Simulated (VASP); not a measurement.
The system is CdSe (Cadmoselite).

```
Cd Se
1.0
     4.30000    0.00000    0.00000
    -2.15000    3.72391    0.00000
     0.00000    0.00000    7.02000
Cd Se
2 2
Direct
  0.66667 0.33333 0.50000
  0.33333 0.66667 0.00000
  0.66667 0.33333 0.88500
  0.33333 0.66667 0.38500
```

Base run:

```yaml
Program: VASP 6.6.1
Functional: PBEsol
Potentials_or_basis: VASP PAW PBE potentials, release 64 (Cd, Se)
Cutoff: 520 eV
k_mesh: 8 × 8 × 4
Occupations: gaussian, width 0.02 eV
Spin: no spin polarisation
```

Its results: band gap on the k mesh 0.58 eV, direct; pressure 0.5 GPa; largest force 0.274 eV/Å.

Problem. The run is repeated on the same cell with these changes: functional from PBEsol to r2SCAN. What comes out?

Solution. Band gap on the k mesh 1.19 eV, direct; pressure 1.8 GPa; largest force 0.286 eV/Å.

r2SCAN gives the wider gap, since meta-GGAs in the generalised Kohn-Sham scheme recover part of the derivative discontinuity.

Caveats: the PAW data sets were made with another functional, which shifts forces and pressure a little.
